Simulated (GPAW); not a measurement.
Records of electronic-structure calculations.

How the form of the self-energy moves the gap of BN (P6_3/mmc). The structure is hexagonal, space group P6_3/mmc (No. 194). Conventional cell: a = 2.498 Å, b = 2.498 Å, c = 6.636 Å, α = 90.00°, β = 90.00°, γ = 120.00°. Nearest to B lie 3 N at 1.44 Å. Nearest to N lie 3 B at 1.44 Å. Farther neighbours and most contacts between anions are not listed. The calculation used DFT, PBE, plane waves, PAW (and 3 further levels or steps) in GPAW 26.7.0, with cutoff 600 eV, GPAW PAW setups 1.2.1 data release, 6×6×4 k-mesh, nbands 433 in one of its runs. The G0W0, Godby-Needs plasmon pole is 5.927 eV. The one-shot HSE06 is 5.609 eV. The G0W0, extrapolated in the cutoff is 6.113 eV. The one-shot PBE0 is 6.331 eV and the G0W0, full frequency, Hilbert transform is 5.945 eV. The known limits are not at the basis limit; coarse k mesh. It took 6 runs, 26 min in all on 8 MPI ranks of Intel Xeon 6975P-C (Granite Rapids), shared host (the runs of this entry). One-shot HSE06: −0.318 eV against G0W0, Godby-Needs plasmon pole. G0W0, extrapolated in the cutoff: +0.186 eV against G0W0, Godby-Needs plasmon pole, at other bands or cutoff, so not like for like. The database entry behind the starting cell differs from later determinations by our own check (about 0.3 % short, minor phase). The cell and positions come from the Crystallography Open Database and are kept as given unless a step says otherwise. Bands and cutoff are finite, so the gap is not at the basis limit. The miss can reach some tenths of an eV and take either sign; the mesh is an error of its own. The program warns of a poor linear fit in the extrapolation of some level, so the extrapolated values are rough. The 6×6×4 mesh is coarse for this cell, which bears on the long-range parts of exchange and screening.

```xyz
4
Lattice="2.4982 0.0000 0.0000 -1.2491 2.1635 0.0000 0.0000 0.0000 6.6357" Properties=species:S:1:pos:R:3 pbc="T T T"
B     0.0000    1.4424    1.6589
B     1.2491    0.7212    4.9768
N     0.0000    1.4424    4.9768
N     1.2491    0.7212    1.6589
```

[Paths, hosts, dates, memory and timing lines, banners, echoed tables and standing remarks are left out of the program output.]

[Logs are printed without paths, hosts, clocks, repeated set-up lines and the standing remarks that a program may print on its own settings, such as how far it seeks lower states.]

[Runs of the session that timed out or met a known fault of the program may be left out.]

[Hosts, paths, dates, database ids (printed as entryN), source tags and the programs' standing remarks are cut or masked in the printed files.]
